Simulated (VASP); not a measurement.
Set up this calculation in VASP 6.6.1, as the native input.

```yaml
Task: relaxation of cell and atoms
Functional: PBE
Potentials_or_basis: VASP PAW PBE potentials, release 64 (Si, C)
Cutoff: 520 eV
k_mesh: 12 × 12 × 12
Occupations: gaussian, width 0.02 eV
Spin: no spin polarisation
Further_INCAR_settings: ALGO = Fast; EDIFF = 1e-07; IBRION = 2; EDIFFG = -0.002; NSW = 80; ISIF = 3
```

The structure of SiC lies in POSCAR:

```
SiC                                     
1.0
   -0.0000000000      2.1897029319      2.1897029319
    2.1897029319     -0.0000000000      2.1897029319
    2.1897029319      2.1897029319      0.0000000000
  Si              C             
     1     1
Direct
     0.0000000000000000    0.0000000000000000    0.0000000000000000
     0.2500000000000000    0.2500000000000000    0.2500000000000000
```

One way to write it, as run:

INCAR

```
SYSTEM = SiC
PREC = Accurate
ENCUT = 520
EDIFF = 1E-7
ISMEAR = 0
SIGMA = 0.02
LREAL = .FALSE.
LASPH = .TRUE.
NELM = 100
ALGO = Fast
ISIF = 3
LWAVE = .FALSE.
LCHARG = .FALSE.
GGA = PE
IBRION = 2
NSW = 80
EDIFFG = -0.002
KPAR = 4
```

KPOINTS

```
regular mesh
0
G
  12 12 12
  0 0 0
```

Potentials or basis: VASP PAW PBE potentials, release 64 (Si, C).

Command:

```console
$ cat potpaw_PBE.64/Si/POTCAR potpaw_PBE.64/C/POTCAR > POTCAR
$ mpirun -np 4 vasp_std > vasp.out
```

Results of the run:

| Quantity | Value |
| --- | --- |
| Pressure after relaxing | 0.0 GPa |
| Band gap on the k mesh | 1.37 eV, indirect (least direct gap 4.53 eV) |

Caveat: the relaxation stopped at its first step, so nothing moved.

It took 3.5 s on 4 MPI ranks on Intel(R) Xeon(R) Platinum 8488C (Sapphire Rapids), on a shared host, peak memory 0.13 GiB a rank.
